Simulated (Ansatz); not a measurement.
BeTe: the change of pressure with volume scale

Results calculated with Ansatz 0.2.0, not measured. Periodic Kohn-Sham DFT of a crystal at fixed atoms, scaled to volume_scale times the given cell; pressure positive in compression, energy less spherical unpolarised free atoms, largest_vzz the field gradient of largest size among the nuclei.

The cell before it is scaled or strained (space group Fm-3m, No. 225):
```
cell vectors (Å)
   0.0000     2.6801     2.6801
   2.6801     0.0000     2.6801
   2.6801     2.6801     0.0000
atoms (fractions of the cell vectors)
Be  0.00000  0.00000  0.00000
Te  0.50000  0.50000  0.50000
```

Settings of every row: method frozen-core PAW; functional PBE; relativity scalar; k mesh 13x13x13; filling fermi-dirac; smearing width 0.05 eV; wave cutoff 420 eV; paw set soft_2.

Atom start moment: 0 on all atoms.

Limits: no spin-orbit coupling on heavy atoms; the cell comes from a prototype or a list of computed structures and needn't be the stable phase.

| row | volume scale | V (Å³/atom) | pressure (GPa) |
| --- | --- | --- | --- |
| 1 | 0.96 | 18.481 | 2.973 |
| 2 | 0.98 | 18.866 | 1.411 |
| 3 | 1 | 19.25 | ? |
| 4 | 1.02 | 19.636 | -1.269 |
| 5 | 1.04 | 20.021 | -2.417 |

Question: what pressure should row 3 give?

Worked fit of pressure. Take u = (V_r/V)^(2/3) − 1 with V_r = 19.251 Å³ an atom, which is twice the finite (Eulerian) strain; such expansions in the strain, on which the Birch-Murnaghan equation of state is built, carry the rest volume and the bulk modulus. The shown rows have u = 0.02759, 0.01356, -0.01311, -0.02581. Least squares give pressure = 0.0018 + 100.45 × u + 261.8 × u² GPa; a straight line predicts inner rows, each left out in turn, worse (root mean square 0.11 against 0.0027 GPa). The rows lie off it by 0.001, -0.001, 0.001, -0.001. The pressure vanishes at u = -0.0000, or V = 19.25 Å³ an atom, and there the bulk modulus at fixed shape and fractions is B = −V dP/dV = (2/3)(1 + u) dP/du = 67 GPa. The withheld row has u = 3e-05, so the fit gives 0.0018 + 100.45 × (3e-05) + 261.8 × (3e-05)² = 0.005 GPa.

The calculation gave 0.003 GPa. The fit lies 0.002 GPa (67 % of the value, 0.037 % of the column's range) above it; its largest miss of a shown row is 0.001 GPa.
